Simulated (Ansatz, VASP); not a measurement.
**One calculation of HfSiO4, two programs**

```
CELL_PARAMETERS angstrom
0.00000 4.12807 4.12807
4.12807 0.00000 4.12807
4.12807 4.12807 0.00000
ATOMIC_POSITIONS crystal
Hf 0.00000 0.00000 0.00000
Si 0.75000 0.75000 0.75000
O 0.86418 0.86418 0.40747
O 0.86418 0.40747 0.86418
O 0.40747 0.86418 0.86418
O 0.86418 0.86418 0.86418
```

Alike in both runs: functional PBE; k mesh 6 × 6 × 6; no spin polarisation.

Ansatz relaxed the structure, and its values are those at the end. VASP's run is a single point on that final structure, the one shown.

```csv
,VASP,Ansatz
version,VASP 6.6.1,Ansatz 0.2.0
potentials or method,"VASP PAW PBE potentials, release 64 (Hf_pv, Si, O)","scalar-relativistic, plane waves, PAW"
plane-wave cutoff (eV),520,420
occupations,"gaussian, width 0.01 eV",fixed
valence electrons in the cell,38,54
```

```csv
,VASP,Ansatz,Ansatz less VASP
gap on the k mesh at the Fermi level (eV),4.77,4.76,-0.003
least direct gap on the mesh (eV),4.77,4.77,-0.003
pressure (GPa),-0.4,0.0,+0.44
rms of the force components (eV/Å),0.090,0.000,-0.0894
```

The two sets of potentials don't hold the same shells in valence.

Caveats: spin-orbit coupling is left out, which moves the levels of the heavy elements. A k mesh can miss the band edges.
